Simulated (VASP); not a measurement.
# HfN (F-43m) in VASP: a series of runs

Runs on HfN. Level: PBEsol. Tasks: single point.

Everything below comes from runs of VASP 6.6.1. Logs are shortened: lines on timing, memory, paths and dates and some standing lists are left out, and cuts for length are marked.

## Step 1: The structure

It takes space group F-43m (No. 216, cubic). The conventional cell has a = 4.910 Å, b = 4.910 Å, c = 4.910 Å, α = 90.00°, β = 90.00°, γ = 90.00°. Hf (site symmetry -43m) is surrounded by 4 N at 2.13 Å. N (site symmetry -43m) has 4 Hf at 2.13 Å as nearest neighbours.

The cell comes from a database or a generator and needn't be the stable form of this composition.

## Step 2: Single point, PBEsol

INCAR

```
SYSTEM = HfN
PREC = Accurate ; ENCUT = 460
EDIFF = 1E-6 ; ISMEAR = 0
SIGMA = 0.05 ; LREAL = .False.
LASPH = .True. ; NELM = 100
ALGO = Normal ; ISIF = 2
LWAVE = .False. ; LCHARG = .False.
GGA = PS ; ADDGRID = .False.
```

KPOINTS

```
Automatic mesh
0
Gamma
  5 5 5
  0 0 0
```

POSCAR

```
HfN
1.0
    0.0000000000      2.4548220000      2.4548220000
    2.4548220000      0.0000000000      2.4548220000
    2.4548220000      2.4548220000      0.0000000000
Hf N
1 1
Direct
    0.0000000000      0.0000000000      0.0000000000
    0.2500000000      0.2500000000      0.2500000000
```

Potentials or basis: VASP PAW PBE potentials, release 64 (Hf_pv, N).

Command:

```console
cat potpaw_PBE.64/Hf_pv/POTCAR potpaw_PBE.64/N/POTCAR > POTCAR
mpirun -np 1 vasp_std > vasp.out
```

OUTCAR:

```text
SYSTEM = HfN
   PREC = Accurate
   ENCUT = 460
   EDIFF = 1E-6
   ISMEAR = 0
   LREAL = .False.
   LASPH = .True.
   NELM = 100
   ISIF = 2
   GGA = PS

 Found     10 irreducible k-points:

 Following reciprocal coordinates:
            Coordinates               Weight
  0.000000  0.000000  0.000000      1.000000
  0.200000  0.000000  0.000000      8.000000
  0.400000  0.000000  0.000000      8.000000
  0.200000  0.200000  0.000000      6.000000
  0.400000  0.200000  0.000000     24.000000
 -0.400000  0.200000  0.000000     24.000000
   k-points           NKPTS =     10   k-points in BZ     NKDIM =     10   number of bands    NBANDS=     11
   number of dos      NEDOS =    301   number of ions     NIONS =      2
   total plane-waves  NPLWV =  13824
   dimension x,y,z NGX =    24 NGY =   24 NGZ =   24
   dimension x,y,z NGXF=    48 NGYF=   48 NGZF=   48
   ions per type =               1   1
   NGX,Y,Z   is equivalent  to a cutoff of  11.49, 11.49, 11.49 a.u.
   NGXF,Y,Z  is equivalent  to a cutoff of  22.99, 22.99, 22.99 a.u.
 SYSTEM =  HfN
   PREC   = accura    normal or accurate (medium, high low for compatibility)
   ISTART =      0    job   : 0-new  1-cont  2-samecut
   ICHARG =      2    charge: 1-file 2-atom 10-const
   ISPIN  =      1    spin polarized calculation?
   LNONCOLLINEAR =      F non collinear calculations
   LSORBIT =      F    spin-orbit coupling
   LASPH  =      T    aspherical Exc in radial PAW
   ENCUT  =  460.0 eV  33.81 Ry    5.81 a.u.   6.07  6.07  6.07*2*pi/ulx,y,z
   NELM   =    100;   NELMIN=  2; NELMDL= -5     # of ELM steps
   EDIFF  = 0.1E-05   stopping-criterion for ELM
   LREAL  =      F    real-space projection
   EDIFFG = 0.1E-04   stopping-criterion for IOM
   NSW    =      0    number of steps for IOM
   IBRION =     -1    ionic relax: 0-MD 1-quasi-New 2-CG
   NFREE  =      0    steps in history (QN), initial steepest desc. (CG)
   ISIF   =      2    stress and relaxation
   ISYM   =      2    0-nonsym 1-usesym 2-fastsym
   POTIM  = 0.5000    time-step for ionic-motion
   TEBEG  =    0.0;   TEEND  =   0.0 temperature during run
   PSTRESS=    0.0 pullay stress
   NELECT =      15.0000    total number of electrons
   NUPDOWN=      -1.0000    fix difference up-down
   EMIN   =  10.00;   EMAX   =-10.00  energy-range for DOS
   EFERMI =   0.00;   METHOD = LEGACY
   ISMEAR =     0;   SIGMA  =   0.05  broadening in eV -4-tet -1-fermi 0-gaus
   EFERMI_NEDOS =   21; number of points for ismear=-14 and -15
   IALGO  =     38    algorithm
   IMIX   =      4    mixing-type and parameters
     AMIX     =   0.40;   BMIX     =  1.00
     AMIX_MAG =   1.60;   BMIX_MAG =  1.00
  volume/ion in A,a.u.               =      14.79        99.83
  Fermi-wavevector in a.u.,A,eV,Ry     =   1.305395  2.466839 23.185087  1.704056
  Thomas-Fermi vector in A             =   2.436267
   LORBIT       =      0    0 simple, 1 ext, 2 COOP (PROOUT), +10 PAW based schemes
   GGA     = PS    functional components
   LHFCALC =     F    Hartree Fock is set to
   AEXX    =    0.0000 exact exchange contribution
   IVDW    =     0    specifies the selected vdW correction
   LEPSILON=     F    determine dielectric tensor
   LRPA    =     F    only Hartree local field effects (RPA)
 non-spin polarized calculation
 Gauss-broadening in eV      SIGMA  =   0.05
  energy-cutoff  :      460.00
  volume of cell :       29.59
 maximum number of plane-waves:       678
   NGX = 13   NGY = 13   NGZ = 13

 number of electron      14.9999996 magnetization

 Free energy of the ion-electron system (eV)
  ---------------------------------------------------
  ext. energy  EPLUGINS =         0.00000000
  ---------------------------------------------------
  free energy    TOTEN  =       -22.18650840 eV

  energy without entropy =      -22.18280986  energy(sigma->0) =      -22.18465913

 E-fermi :   5.6849     XC(G=0): -11.3973

 val. band max:        5.6535944582   @ k =   0.4000   0.2000   0.0000
 cond. band min:       5.7970506812   @ k =  -0.4000   0.2000   0.0000
 fundamental gap:      0.1434562230
 Fermi energy:         5.6848609291

 k-point     1 :       0.0000    0.0000    0.0000
  band No.  band energies     occupation
      1     -25.4427      2.00000
      2     -25.4427      2.00000
      3     -25.4427      2.00000
      4     -10.5084      2.00000
      5       0.1419      2.00000
      6       0.1419      2.00000
      7       0.1419      2.00000
      8       4.8642      2.00000
      9       7.8085      0.00000
     10       7.8085      0.00000
     11      12.1877      0.00000

 k-point     2 :       0.2000    0.0000    0.0000
  band No.  band energies     occupation
      1     -25.6125      2.00000
      2     -25.4646      2.00000
      3     -25.4646      2.00000
      4     -10.0901      2.00000
      5      -0.4034      2.00000
      6       0.3907      2.00000
      7       0.3907      2.00000
      8       6.5359      0.00000
      9       7.4228      0.00000
     10       7.4228      0.00000
     11      11.3973      0.00000

 k-point     3 :       0.4000    0.0000    0.0000
  band No.  band energies     occupation
      1     -25.8731      2.00000
      2     -25.4998      2.00000
      3     -25.4998      2.00000
      4      -9.4966      2.00000
      5      -0.2788      2.00000
      6       0.6938      2.00000
      7       0.6938      2.00000
      8       7.3569      0.00000
      9       7.9406      0.00000
     10       7.9406      0.00000
     11      10.0963      0.00000

 k-point     4 :       0.2000    0.2000    0.0000
  band No.  band energies     occupation
      1     -25.6148      2.00000
      2     -25.4984      2.00000
      3     -25.4984      2.00000
      4      -9.9486      2.00000
      5      -0.7955      2.00000
      6       0.6590      2.00000
      7       0.6590      2.00000
      8       5.9185      0.00000
      9       7.2976      0.00000
     10       8.3420      0.00000
     11      12.1942      0.00000

 k-point     5 :       0.4000    0.2000    0.0000
  band No.  band energies     occupation
      1     -25.8048      2.00000
      2     -25.5588      2.00000
      3     -25.5372      2.00000
      4      -9.4159      2.00000
      5      -0.7627      2.00000
      6       0.9038      2.00000
      7       1.0857      2.00000
      8       5.6536      1.62349
      9       7.9507      0.00000
     10       8.7227      0.00000
     11      11.3054      0.00000

 k-point     6 :      -0.4000    0.2000    0.0000
  band No.  band energies     occupation
      1     -25.8637      2.00000
      2     -25.6186      2.00000
      3     -25.5276      2.00000
      4      -9.2361      2.00000
      5       0.0236      2.00000
      6       0.5031      2.00000
      7       1.0770      2.00000
      8       5.7971      0.00151
      9       7.7043      0.00000
     10       8.1019      0.00000
     11      11.3890      0.00000

 [... further k-points ...]
[... 5 lines left out ...]
  --------------------------------------------------------------------------------------
  -------------------------------------------------------------------------------------
  Total       -1.1193988     -1.1193988     -1.1193988     -0.0000000      0.0000000      0.0000000
  in kB      -60.6185312    -60.6185312    -60.6185312     -0.0000000      0.0000000      0.0000000
  external PRESSURE =     -60.6185312 kB  Pullay stress =       0.0000000 kB

 VOLUME and BASIS-vectors are now :
 -----------------------------------------------------------------------------
  energy-cutoff  :      460.00
  volume of cell :       29.59
      direct lattice vectors                 reciprocal lattice vectors
     0.000000000  2.454822000  2.454822000    -0.203680756  0.203680756  0.203680756
     2.454822000  0.000000000  2.454822000     0.203680756 -0.203680756  0.203680756
     2.454822000  2.454822000  0.000000000     0.203680756  0.203680756 -0.203680756

 POSITION                                       TOTAL-FORCE (eV/Angst)
 -----------------------------------------------------------------------------------
      0.00000      0.00000      0.00000        -0.000000     -0.000000     -0.000000
      1.22741      1.22741      1.22741         0.000000      0.000000      0.000000
 -----------------------------------------------------------------------------------
    total drift:                                0.000000      0.000000      0.000000

  FREE ENERGIE OF THE ION-ELECTRON SYSTEM (eV)
  ---------------------------------------------------
  free  energy   TOTEN  =       -22.1865084008 eV

  energy  without entropy=      -22.1828098597  energy(sigma->0) =      -22.18465913
```

It took 2.6 s on 1 thread of Intel Xeon 6975P-C (Granite Rapids), shared host; peak memory 0.13 GiB.

The run converged, but some of its settings lie outside the range that counts as converged, so its numbers aren't taken as properties of the crystal.

Results:

```
Free energy            : -22.1865 eV
Pressure               : -6.1 GPa
Band gap on the k mesh : none (metal or under the smearing width)
```

Caveat: the k mesh is coarse (spacing up to 0.44 Å⁻¹), so the values aren't converged; the cutoff is under 1.25 times the usual one of these potentials, so pressure, stress and relaxed cells hold a basis-set (Pulay) error; the PAW data sets were made with another functional, which shifts forces and pressure a little.

## Step 3: Single point, PBEsol

INCAR is that of step 2.

KPOINTS is that of step 2.

POSCAR

```
HfN
1.0
    0.0000000000      2.4548220000      2.4548220000
    2.4548220000      0.0000000000      2.4548220000
    2.4548220000      2.4548220000      0.0000000000
Hf N
1 1
Direct
    0.0013890000     -0.0035870000      0.0084710000
    0.2560200000      0.2829830000      0.2320270000
```

Potentials or basis: VASP PAW PBE potentials, release 64 (Hf_pv, N).

Command:

```console
cat potpaw_PBE.64/Hf_pv/POTCAR potpaw_PBE.64/N/POTCAR > POTCAR
mpirun -np 1 vasp_std > vasp.out
```

Run time: 7 s. Hardware: 1 thread of Intel Xeon 6975P-C (Granite Rapids), shared host; peak memory 0.14 GiB.

The run converged, but some of its settings lie outside the range that counts as converged, so its numbers aren't taken as properties of the crystal.

Results:

```yaml
Free_energy: -22.1440 eV
Pressure: -4.7 GPa
Largest_force: 1.089 eV/Å
Band_gap_on_the_k_mesh: none (metal or under the smearing width)
```

Caveat: the k mesh is coarse (spacing up to 0.44 Å⁻¹), so the values aren't converged; the cutoff is under 1.25 times the usual one of these potentials, so pressure, stress and relaxed cells hold a basis-set (Pulay) error; the PAW data sets were made with another functional, which shifts forces and pressure a little.

## Step 4: Single point, PBEsol

INCAR

```
SYSTEM = HfN
PREC = Accurate ; ENCUT = 460
EDIFF = 1E-7 ; ISMEAR = 0
SIGMA = 0.05 ; LREAL = .False.
LASPH = .True. ; NELM = 100
ALGO = Normal ; ISIF = 2
LWAVE = .False. ; LCHARG = .False.
GGA = PS ; ADDGRID = .True.
```

KPOINTS is that of step 3.

POSCAR

```
HfN
1.0
    0.0000000000      2.4548220000      2.4548220000
    2.4548220000      0.0000000000      2.4548220000
    2.4548220000      2.4548220000      0.0000000000
Hf N
1 1
Direct
    0.0000000000      0.0000000000      0.0000000000
    0.2500000000      0.2500000000      0.2500000000
```

Command:

```console
cat potpaw_PBE.64/Hf_pv/POTCAR potpaw_PBE.64/N/POTCAR > POTCAR
mpirun -np 1 vasp_std > vasp.out
```

Wall time 4.7 s (1 thread of Intel Xeon 6975P-C (Granite Rapids), shared host); peak memory 0.2 GiB.

The run converged, but some of its settings lie outside the range that counts as converged, so its numbers aren't taken as properties of the crystal.

Results:

| Property | Result |
| --- | --- |
| Free energy | -22.1865 eV |
| Pressure | -6.1 GPa |
| Band gap on the k mesh | none (metal or under the smearing width) |

Caveat: the k mesh is coarse (spacing up to 0.44 Å⁻¹), so the values aren't converged; the cutoff is under 1.25 times the usual one of these potentials, so pressure, stress and relaxed cells hold a basis-set (Pulay) error; the PAW data sets were made with another functional, which shifts forces and pressure a little.

## Step 5: Single point, PBEsol

INCAR is that of step 4.

KPOINTS is that of step 4.

POSCAR

```
HfN
1.0
    0.0000000000      2.4548220000      2.4548220000
    2.4548220000      0.0000000000      2.4548220000
    2.4548220000      2.4548220000      0.0000000000
Hf N
1 1
Direct
    0.0013890000     -0.0035870000      0.0084710000
    0.2560200000      0.2829830000      0.2320270000
```

Command:

```console
cat potpaw_PBE.64/Hf_pv/POTCAR potpaw_PBE.64/N/POTCAR > POTCAR
mpirun -np 1 vasp_std > vasp.out
```

Run time: 8.6 s. Hardware: 1 thread of Intel Xeon 6975P-C (Granite Rapids), shared host; peak memory 0.21 GiB.

These settings aren't checked as converged: the numbers below hold their error.

What came out:

```yaml
Free_energy: -22.1440 eV
Pressure: -4.7 GPa
Largest_force: 1.089 eV/Å
Band_gap_on_the_k_mesh: none (metal or under the smearing width)
```

Caveat: the k mesh is coarse (spacing up to 0.44 Å⁻¹), so the values aren't converged; the cutoff is under 1.25 times the usual one of these potentials, so pressure, stress and relaxed cells hold a basis-set (Pulay) error; the PAW data sets were made with another functional, which shifts forces and pressure a little.
